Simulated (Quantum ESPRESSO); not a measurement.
Crystal: KCl (Sylvite).

```
K Cl
1.0
     0.00000    3.14647    3.14647
     3.14647    0.00000    3.14647
     3.14647    3.14647    0.00000
K Cl
1 1
Direct
  0.00000 0.00000 0.00000
  0.50000 0.50000 0.50000
```

| Item | Value |
| --- | --- |
| Program | Quantum ESPRESSO 7.5 |
| Task | phonons |
| Functional | PBE |
| Potentials or basis | SG15 PBE 1.2 |
| Cutoff | 952 eV |
| Density cutoff | 3810 eV |
| k mesh | 4 × 4 × 4, shifted |
| Occupations | fermi-dirac, width 0.05 eV |
| Spin | no spin polarisation |
| Mixing beta | 0.5 |
| Most SCF iterations | 120 |
| SCF threshold | 4e-10 Ry |

The first run showed a gap, so the response started from a second, tighter run with fixed occupations.

How polar is the lattice: what are the Born charges, the two dielectric constants and the LO-TO splitting?

Born charges ±1.13 e; dielectric constants 2.32 (electrons alone) and 5.03 (static); transverse and longitudinal modes at 141 and 208 cm⁻¹.

Caveat: this potential file gives levels or pressures that part from those of other sets.
